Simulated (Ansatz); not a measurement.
Space group P-3m1 (No. 164). a = 3.648 Å, b = 3.648 Å, c = 6.135 Å, α = 90.00°, β = 90.00°, γ = 120.00°
| atom | site | symmetry | x | y | z |
| --- | --- | --- | --- | --- | --- |
| Hf | 1a | -3m. | 0.0000 | 0.0000 | 0.0000 |
| S | 2d | 3m. | 0.6667 | 0.3333 | 0.7665 |

Equation of state of this HfS$_{2}$ structure (not necessarily the ground state), with shape and atoms relaxed at each volume where symmetry leaves them free. All numbers below come from DFT r2SCAN, scalar-relativistic, plane waves, PAW in Ansatz.

Plane waves to 500 eV, a k mesh through Γ of 12×12×6 on the computed 3-atom cell and Gaussian smearing (0.02 eV); no spin polarisation.

| V (Å³/atom) | E − E(largest V) (meV/atom) | P (GPa) | gap on mesh (eV) |
| --- | --- | --- | --- |
| 22.147 | 2.95 | 1.50 | 1.31 |
| 22.854 | -1.45 | 0.58 | 1.45 |
| 23.561 | -2.62 | 0.00 | 1.55 |
| 24.268 | -1.82 | -0.31 | 1.61 |
| 24.975 | 0.00 | -0.46 | 1.63 |

**Question.** Fit a third-order Birch–Murnaghan equation to E(V).

**Answer.** V0 = 23.56 Å³/atom, B0 = 15 GPa, B0' = 17.6. B0' is unusual or poorly fixed by this range.

Spin-orbit coupling is left out, which matters for the bands of heavy elements. The cell holds layers, and where no dispersion correction was added their binding is poorly described.

Cost: 5 runs of about 9.1 core-minutes in all, on Arm Neoverse V1 (shared hosts).